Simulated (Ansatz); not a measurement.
# SiNi: shifting one sublattice

This session takes SiNi and sets out to map the energy as every Ni atom is pushed off its site.

Method: DFT PBEsol, scalar-relativistic, plane waves, PAW, in Ansatz 0.2.0.

2 further runs of the same task are left out: 2 set aside as unsound or not needed. Runs told in other sessions of the task aren't counted.

## Step 1: The starting structure

The structure is cubic, space group P2_13 (No. 198). Conventional cell: a = 4.468 Å, b = 4.468 Å, c = 4.468 Å, α = 90.00°, β = 90.00°, γ = 90.00°. Around Si (site symmetry 3) lie 7 Ni at 2.34 to 2.42 Å. Ni (site symmetry 3) is surrounded by 7 Si at 2.34 to 2.42 Å.

Structure file:

```cif
data_structure
_symmetry_space_group_name_H-M 'P 1'
_symmetry_Int_Tables_number 1
_cell_length_a 4.4680
_cell_length_b 4.4680
_cell_length_c 4.4680
_cell_angle_alpha 90.000
_cell_angle_beta 90.000
_cell_angle_gamma 90.000
_cell_volume 89.19
loop_
_atom_site_label
_atom_site_type_symbol
_atom_site_fract_x
_atom_site_fract_y
_atom_site_fract_z
_atom_site_occupancy
Si1 Si 0.84646 0.84646 0.84646 1
Si2 Si 0.65354 0.15354 0.34646 1
Si3 Si 0.34646 0.65354 0.15354 1
Si4 Si 0.15354 0.34646 0.65354 1
Ni1 Ni 0.14899 0.14899 0.14899 1
Ni2 Ni 0.35101 0.85101 0.64899 1
Ni3 Ni 0.64899 0.35101 0.85101 1
Ni4 Ni 0.85101 0.64899 0.35101 1
```

This cell was relaxed beforehand with the same method: volume 11.15 Å³/atom, gap on the mesh none (metal).

## Step 2: The reference cell

Reference values: F = -25709.8777 eV; pressure -0.01 GPa; largest force 0.001 eV/Å; gap on the mesh none (metal). It was computed beforehand with the settings of the runs below.

## Step 3: Next: shifting one sublattice

Every Ni atom is moved by x along the Cartesian unit vector (0.707, -0.707, 0.000); the cell and all other atoms stay fixed. Forces below are components along that vector, summed over the moved atoms.

## Step 4: Point x = -0.500 Å

Input file input.yaml:

```yaml
crystal:
  lattice:
    - [4.4679769961, 0.0, 0.0]
    - [0.0, 4.4679769961, 0.0]
    - [0.0, 0.0, 4.4679769961]
  atoms:
    - { symbol: Si, position: [0.8464645287, 0.8464645287, 0.8464645287] }
    - { symbol: Si, position: [0.6535354713, 0.1535354713, 0.3464645287] }
    - { symbol: Si, position: [0.3464645287, 0.6535354713, 0.1535354713] }
    - { symbol: Si, position: [0.1535354713, 0.3464645287, 0.6535354713] }
    - { symbol: Ni, position: [0.0698599581, 0.2281210193, 0.1489904887] }
    - { symbol: Ni, position: [0.2718789807, 0.9301400419, 0.6489904887] }
    - { symbol: Ni, position: [0.5698599581, 0.4301400419, 0.8510095113] }
    - { symbol: Ni, position: [0.7718789807, 0.7281210193, 0.3510095113] }
basis:
  ecutwfc: 420
kpoints:
  mp_grid: { grid: [10, 10, 10] }
hamiltonian:
  xc: pbesol
scf:
  occupations: { method: gaussian, width: 0.15 }
output:
  forces: true
  stress: true
  eigenvalues: true
  write_density: true
  write_potential: true
  elf: true
  volumetric_format: npy
```

Launch:

```
$ ansatz run input.yaml --threads 2 --pin off --max-ram 5120MiB --backend cpu --events-out ev --progress --plain --runs-dir out
```

## Step 5: At x = 0.375 Å

input.yaml, as its differences from that of step 4:

```diff
@@ -10,6 +10,6 @@
     - { symbol: Si, position: [0.1535354713, 0.3464645287, 0.6535354713] }
-    - { symbol: Ni, position: [0.0698599581, 0.2281210193, 0.1489904887] }
-    - { symbol: Ni, position: [0.2718789807, 0.9301400419, 0.6489904887] }
-    - { symbol: Ni, position: [0.5698599581, 0.4301400419, 0.8510095113] }
-    - { symbol: Ni, position: [0.7718789807, 0.7281210193, 0.3510095113] }
+    - { symbol: Ni, position: [0.2083383867, 0.0896425907, 0.1489904887] }
+    - { symbol: Ni, position: [0.4103574093, 0.7916616133, 0.6489904887] }
+    - { symbol: Ni, position: [0.7083383867, 0.2916616133, 0.8510095113] }
+    - { symbol: Ni, position: [0.9103574093, 0.5896425907, 0.3510095113] }
 basis:
```

## Step 6: Point x = -0.250 Å

Input file input.yaml:

```yaml
crystal:
  lattice:
    - [4.4679769961, 0.0, 0.0]
    - [0.0, 4.4679769961, 0.0]
    - [0.0, 0.0, 4.4679769961]
  atoms:
    - { symbol: Si, position: [0.8464645287, 0.8464645287, 0.8464645287] }
    - { symbol: Si, position: [0.6535354713, 0.1535354713, 0.3464645287] }
    - { symbol: Si, position: [0.3464645287, 0.6535354713, 0.1535354713] }
    - { symbol: Si, position: [0.1535354713, 0.3464645287, 0.6535354713] }
    - { symbol: Ni, position: [0.1094252234, 0.188555754, 0.1489904887] }
    - { symbol: Ni, position: [0.311444246, 0.8905747766, 0.6489904887] }
    - { symbol: Ni, position: [0.6094252234, 0.3905747766, 0.8510095113] }
    - { symbol: Ni, position: [0.811444246, 0.688555754, 0.3510095113] }
basis:
  ecutwfc: 420
kpoints:
  mp_grid: { grid: [10, 10, 10] }
hamiltonian:
  xc: pbesol
scf:
  occupations: { method: gaussian, width: 0.15 }
output:
  forces: true
  stress: true
  eigenvalues: true
```

(Steps that only read results are left out.)

What does the calculation give?

The runs gave:

| quantity | value |
| --- | --- |
| force constant along x, from the points at -0.250, 0 and 0.375 Å | 28.23 eV/Å² for the 4 moved atoms together |

**Reading.** The restoring force grows by 28.23 eV/Å per Å near the site for the 4 atoms together, 7.06 on average. The step of 0.38 Å is wide, so anharmonic terms mix in. No sampled point lies below the undisturbed cell. Spin polarisation is off in the runs that give these values; a magnetic solution could lie lower.
